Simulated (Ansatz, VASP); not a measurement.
**BN: VASP beside Ansatz**

Contents of POSCAR:

```
BN
1.0
    0.0000000000      1.7458259346      1.7458259346
    1.7222572845      0.0000000000      1.7458259346
    1.7222572845      1.7458259346      0.0000000000
B N
1 1
Direct
    0.0000000000      0.0000000000      0.0000000000
    0.5000000000      0.5000000000      0.5000000000
```

The input INCAR.step1:

```
PREC     = Accurate       # precision mode
ENCUT    = 520            # plane-wave cutoff, eV
ISMEAR   = 0              # smearing method
SIGMA    = 0.01           # smearing width, eV
LREAL    = False          # projectors in reciprocal space
LASPH    = True           # aspherical terms in the spheres
NELM     = 100            # most SCF steps
NBANDS   = 11             # bands
GGA      = PE             # functional
ALGO     = Normal         # electronic algorithm
EDIFF    = 1E-4           # SCF threshold, eV
LWAVE    = True           # write WAVECAR
LCHARG   = False          # write CHGCAR
```

INCAR.step2

```
PREC     = Accurate       # precision mode
ENCUT    = 520            # plane-wave cutoff, eV
EDIFF    = 1E-6           # SCF threshold, eV
ISMEAR   = 0              # smearing method
SIGMA    = 0.01           # smearing width, eV
LREAL    = False          # projectors in reciprocal space
LASPH    = True           # aspherical terms in the spheres
NELM     = 100            # most SCF steps
ALGO     = Normal         # electronic algorithm
ISIF     = 2              # what is computed and relaxed
LWAVE    = False          # write WAVECAR
LCHARG   = False          # write CHGCAR
METAGGA  = R2SCAN         # meta-GGA
LMIXTAU  = True         
NBANDS   = 11             # bands
ISTART   = 1
```

KPOINTS

```
Automatic mesh
0
Gamma
  12 12 12
```

Input for Ansatz:

```yaml
crystal:
  lattice:
    - [0.0, 1.7458259346, 1.7458259346]
    - [1.7222572845, 0.0, 1.7458259346]
    - [1.7222572845, 1.7458259346, 0.0]
  atoms:
    - { symbol: B, position: [0.0, 0.0, 0.0] }
    - { symbol: "N", position: [0.5, 0.5, 0.5] }
kpoints:
  mp_grid: { grid: [12, 12, 12] }
  band_path:
    path:
      - [0.0, 0.0, 0.0]
      - [0.5, 0.0, 0.5]
      - [0.625, 0.25, 0.625]
      - [0.375, 0.375, 0.75]
      - [0.5, 0.5, 0.5]
      - [0.5, 0.25, 0.75]
      - [0.0, 0.161458, -0.16276]
      - [0.0, 0.5, 0.5]
    npoints: 1
hamiltonian:
  xc: r2scan
scf:
  occupations: { method: fixed }
  n_extra_bands: 4
output:
  forces: true
  stress: true
  eigenvalues: true
```

Change from the starting cell: uniaxial_x strain -1.4%.

Alike in both runs: task single point; functional r2SCAN; k mesh 12 × 12 × 12; no spin polarisation.

|  | VASP | Ansatz |
| --- | --- | --- |
| version | VASP 6.6.1 | Ansatz 0.2.0 |
| potentials or method | VASP PAW PBE potentials, release 64 (B, N) | plane waves, PAW |
| plane-wave cutoff (eV) | 520 | 500 |
| occupations | gaussian, width 0.01 eV | fixed |
| valence electrons in the cell | 8 | 8 |

|  | VASP | Ansatz | Ansatz less VASP |
| --- | --- | --- | --- |
| gap on the k mesh at the Fermi level (eV) | 1.22 | 1.23 | +0.010 |
| pressure (GPa) | 6.2 | 5.7 | -0.51 |
| largest component of the traceless stress (GPa) | 2.24 | 2.16 | -0.084 |

Caveats: the PAW data sets were made with another functional, which shifts forces and pressure a little (VASP). A k mesh can miss the band edges.
